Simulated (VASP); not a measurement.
The system is Rh.

```
Rh
1.0
     2.69174    0.00000    0.00000
    -1.34587    2.33112    0.00000
     0.00000    0.00000    8.79807
Rh
4
Direct
  0.66667 0.33333 0.75000
  0.00000 0.00000 0.50000
  0.33333 0.66667 0.25000
  0.00000 0.00000 0.00000
```

This isn't the form of Rh at room conditions, which is fcc.

```yaml
Program: VASP 6.6.1
Task: single point
Functional: PBEsol
Potentials_or_basis: VASP PAW PBE potentials, release 64 (Rh_pv)
Cutoff: 520 eV
k_mesh: 11 × 11 × 3
Occupations: fermi-dirac, width 0.05 eV
Spin: no spin polarisation
```

On this cell: pressure -5.6 GPa; largest force under 0.003 eV/Å; band gap on the k mesh none (metal or under the smearing width).

The same run follows on a disturbed copy (atoms moved at random, drawn with an rms of 0.05 Å):

```
CELL_PARAMETERS angstrom
2.69174 0.00000 0.00000
-1.34587 2.33112 0.00000
0.00000 0.00000 8.79807
ATOMIC_POSITIONS crystal
Rh 0.67596 0.32886 0.74933
Rh 0.01717 0.02914 0.50337
Rh 0.30521 0.64707 0.24877
Rh 0.02681 0.99802 0.00354
```

Problem. What changes?

Solution. The energy (extrapolated to zero smearing) moves by +13.8 meV/atom; pressure -5.1 GPa; largest force 0.645 eV/Å; band gap on the k mesh none (metal or under the smearing width).

Forces in eV/Å, atoms in the order of the input:
```
Rh  -0.033  0.144  0.392
Rh  -0.040 -0.322 -0.362
Rh   0.371  0.270  0.453
Rh  -0.298 -0.092 -0.483
```

Stress tensor (GPa, compression positive):
```
-4.98 -0.51  0.24
-0.51 -4.68  0.00
 0.24  0.00 -5.51
```

Caveats: the PAW data sets were made with another functional, which shifts forces and pressure a little.
